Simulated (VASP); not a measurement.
The system is CdTe.

```
Te Cd
1.0
     0.00000    3.20500    3.20500
     3.20500    0.00000    3.20500
     3.20500    3.20500    0.00000
Te Cd
1 1
Cartesian
  4.8075 4.8075 4.8075
  0.0000 0.0000 0.0000
```

Base run:

| Item | Value |
| --- | --- |
| Program | VASP 6.6.1 |
| Functional | r2SCAN |
| Potentials or basis | VASP PAW PBE potentials, release 64 (Te, Cd) |
| Cutoff | 520 eV |
| k mesh | 8 × 8 × 8 |
| Occupations | gaussian, width 0.02 eV |
| Spin | no spin polarisation |

Its results: band gap on the k mesh 1.38 eV, direct.

The run is repeated on the same cell with these changes: functional from r2SCAN to TB-mBJ. What comes out?

Band gap on the k mesh 1.91 eV, direct.

Caveats: spin-orbit coupling is left out, which moves the levels of the heavy elements.

Not every run made on this cell is shown here.
